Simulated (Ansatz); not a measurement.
A run of Ansatz 0.2.0 is set up as follows.

File input.yaml:

```yaml
crystal:
  lattice:
    - [0.0, 2.60165, 2.60165]
    - [2.60165, 0.0, 2.60165]
    - [2.60165, 2.60165, 0.0]
  atoms:
    - { symbol: S, position: [0.5, 0.5, 0.5] }
    - { symbol: Mg, position: [0.0, 0.0, 0.0] }
hamiltonian:
  xc: { exchange: r2scan, correlation: r2scan, exx: { coeff: 0.35 } }
  pseudopotentials: { kind: paw }
kpoints:
  mp_grid: { grid: [5, 5, 5] }
scf:
  occupations: { method: fermi_dirac, width: 0.05 }
output:
  forces: true
  stress: true
  eigenvalues: true
  write_density: true
  write_potential: true
  elf: true
  volumetric_format: npy
```

Potentials or basis: Ansatz PAW.

The run is started by

```sh
$ ansatz run input.yaml --threads 2 --pin off --max-ram 5632MiB --backend cpu --events-out ev --progress --plain --runs-dir out
```

(1) Predict the pressure.

(2) What does it give for the band gap on the k mesh?

Answers

(1) -1.1 GPa.

(2) 6.02 eV, indirect (least direct gap 6.69 eV).

Caveat: odd divisions of the mesh miss points on the zone boundary, where band edges often lie, so the gap on the mesh can be too wide; the PAW data sets come from PBE, with cores solved anew for the run's functional, which leaves a small shift of forces and pressure; the thresholds are loose for stress.
